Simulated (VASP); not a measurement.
N, 4 atoms in the cell. The structure is orthorhombic, space group Pnma (No. 62). Conventional cell: a = 4.749 Å, b = 7.873 Å, c = 3.541 Å, α = 90.00°, β = 90.00°, γ = 90.00°. N (site symmetry m) is surrounded by 2 N at 2.51 Å. 

| Item | Value |
| --- | --- |
| Program | VASP 6.6.1 |
| Task | single point |
| Functional | PBE |
| Dispersion | D3(BJ) |
| Potentials or basis | VASP PAW PBE potentials, release 64 (N) |
| Cutoff | 520 eV |
| k mesh | 4 × 2 × 6 |
| Occupations | gaussian, width 0.1 eV |
| Spin | no spin polarisation |
| Dipole correction | no |
| Further INCAR settings | ALGO = Normal; EDIFF = 1e-06; NBANDS = 18 |

Potentials or basis: VASP PAW PBE potentials, release 64 (N).

Command:

```console
$ cat potpaw_PBE.64/N/POTCAR > POTCAR
$ mpirun -np 1 vasp_std > vasp.out
```

Hardware: 1 thread of Intel(R) Xeon(R) Platinum 8375C CPU @ 2.90GHz (Ice Lake), with other jobs on the host.

Problem. Estimate the wall time of this run.

Solution. Run time: 42 s on 1 thread of Intel(R) Xeon(R) Platinum 8375C CPU @ 2.90GHz (Ice Lake), with other jobs on the host, peak memory 0.24 GiB. Counts: scf iterations 11, k points 24.
